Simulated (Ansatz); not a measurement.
**La₂O polymorphs, one row open**

Level of theory: Ansatz, DFT PBE, scalar-relativistic, plane waves, PAW. Settings: cutoff 420 eV, Γ-centred meshes spaced at most about 0.3 Å⁻¹, and about 0.25 Å⁻¹ or finer for metals (2π included), Gaussian smearing. No spin polarisation.

These are static total energies at zero pressure. Rows are sorted by volume; energies count from the lowest form computed. Coordination counts O atoms around La (those within 1.25 times the shortest such distance or 1.15 times the sum of covalent radii; the shortest distance is added where it is long for a bond; a slash parts the counts of unlike sites). The table shows 5 of 7 forms computed.

| row | form | source | atoms | coordination | V (Å³/atom) | gap on mesh (eV) | ΔE (meV/atom) |
| --- | --- | --- | --- | --- | --- | --- | --- |
| 1 | P4/mmm | invented | 3 | La 2/4 | 23.2 | 0 | 0 |
| 2 | anti-anatase type, I4_1/amd | invented | 6 | La 3 | 24.4 | 0 | 14 |
| 3 | Cmcm | invented | 6 | La 2/4 | 24.9 | 0 | 76 |
| 4 | anti-cadmium iodide type, P-3m1 | invented | 3 | La 3 | 26.1 | 0 | ? |
| 5 | P4/nmm | invented | 6 | La 4/4 from 4.6 Å | 28.7 | 0 | 51 |

The cell of row 4:

```
La O
1.0
     3.80010    0.00000    0.00000
    -1.90005    3.29099    0.00000
     0.00000    0.00000    6.24950
La O
2 1
Direct
  0.33333 0.66667 0.21786
  0.66667 0.33333 0.78214
  0.00000 0.00000 0.00000
```

Problem. Estimate the missing energy, and say where the row ranks.

Solution. 152 meV/atom, which puts it above row 3, the highest in the table. Counting O atoms around La, row 4 has La 3 and the lowest form (row 1) has La 2/4. Shaken at random and relaxed again, this cell came back.

An observed structure of this formula, if there is one, may be missing.

Cells without such a test can be saddle points. Some types were kept out of the candidates beforehand, so the set may lack a known form.
